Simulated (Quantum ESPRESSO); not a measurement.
# WC: phonons with PBE

WC:

```
W C
1.0
     0.00000    2.30211    2.30211
     2.30211    0.00000    2.30211
     2.30211    2.30211    0.00000
W C
1 1
Direct
  0.00000 0.00000 0.00000
  0.75000 0.75000 0.75000
```

The cell was built by a generator and needn't be a form met in nature.

```json
{"Program": "Quantum ESPRESSO 7.5", "Task": "phonons", "Functional": "PBE", "Potentials or basis": "SG15 PBE 1.2", "Cutoff": "1197 eV", "Density cutoff": "4789 eV", "k mesh": "8 × 8 × 8", "Occupations": "cold, width 0.2 eV", "Spin": "no spin polarisation", "Mixing beta": "0.5", "Most SCF iterations": "120", "SCF threshold": "4e-10 Ry"}
```

```yaml
Pressure_after_relaxing: 17.3 GPa
Band_gap_on_the_k_mesh: none (metal or under the smearing width)
Highest_phonon_frequency_at_Γ: 670 cm⁻¹
```

Levels at points of the mesh, in eV from the Fermi level:
| k point | band 14 | band 15 | band 16 | band 17 | band 18 | band 19 |
| --- | --- | --- | --- | --- | --- | --- |
| (0.00, 0.00, 0.00) | -6.01 | -6.01 | -0.09 | -0.09 | 2.81 | 7.83 |
| (0.00, 0.00, -0.50) | -5.27 | -5.27 | 0.86 | 0.86 | 1.27 | 5.26 |
| (0.00, -0.50, -0.50) | -2.81 | -2.81 | -2.28 | 1.63 | 1.99 | 2.93 |

Phonon frequencies in cm⁻¹ (negative: imaginary):
```
              q point           frequencies
(0.000, 0.000, 0.000)  19 19 19 670 670 670
```

Optical modes at Γ, degenerate ones joined:
| cm⁻¹ | components | symmetry | active in |
| --- | --- | --- | --- |
| 669 | 3 | T2 | IR and Raman |

It took 9.8 min on 1 thread of Arm Neoverse V1, on a shared host, peak memory 0.08 GiB.

Caveat: the mesh is thin for the phonons of a metal; the cell is more than 3 GPa from zero pressure, which shifts response properties. The run has no spin-orbit coupling, so splittings on W are missing.
